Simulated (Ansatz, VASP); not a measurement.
This is a calculation of Ta for VASP 6.6.1. 

INCAR

```
SYSTEM = Ta
PREC = Accurate
ENCUT = 500
EDIFF = 1E-6
ISMEAR = 0
SIGMA = 0.02
LREAL = .False.
LASPH = .True.
NELM = 80
ALGO = Normal
ISIF = 2
LWAVE = .False.
LCHARG = .False.
GGA = PE
```

File KPOINTS:

```
Automatic mesh
0
Gamma
  11 11 11
  0 0 0
```

The input POSCAR:

```
Ta
1.0
   -1.6512800000      1.6512800000      1.6512800000
    1.6512800000     -1.6512800000      1.6512800000
    1.6512800000      1.6512800000     -1.6512800000
Ta
1
Cartesian
    0.0000000000      0.0000000000      0.0000000000
```

Potentials or basis: VASP PAW PBE potentials, release 64 (Ta).

The run is started by

```bash
$ cat potpaw_PBE.64/Ta/POTCAR > POTCAR
$ mpirun -np 1 vasp_std > vasp.out
```

Q: Translate it to Ansatz 0.2.0. Potentials or basis there: all-electron LAPW, scalar-relativistic.

A: As run (cutoffs and basis follow the program's own potentials, and thresholds, step limits or extra output files can differ):

Contents of input.yaml:

```yaml
crystal:
  lattice:
    - [-1.65128, 1.65128, 1.65128]
    - [1.65128, -1.65128, 1.65128]
    - [1.65128, 1.65128, -1.65128]
  atoms:
    - { symbol: Ta, position: [0.0, 0.0, 0.0] }
kpoints:
  mp_grid: { grid: [11, 11, 11] }
scf:
  occupations: { method: gaussian, width: 0.02 }
hamiltonian:
  xc: pbe
  pseudopotentials: { kind: all_electron, lapw: { basis_error: 0.001 } }
output:
  forces: true
  stress: true
  eigenvalues: true
```

Potentials or basis: all-electron LAPW, scalar-relativistic.

Launch:

```bash
$ ansatz run input.yaml --threads 1 --pin off --max-ram 3072MiB --backend cpu --events-out ev --progress --plain --runs-dir out
```

Both were run:

|  | VASP | Ansatz |
| --- | --- | --- |
| Pressure | 0.2 GPa | 2.1 GPa |

Where Ansatz's input types no cutoff or centring, it takes its own default and a Γ-centred mesh.

Pressure is positive in compression.
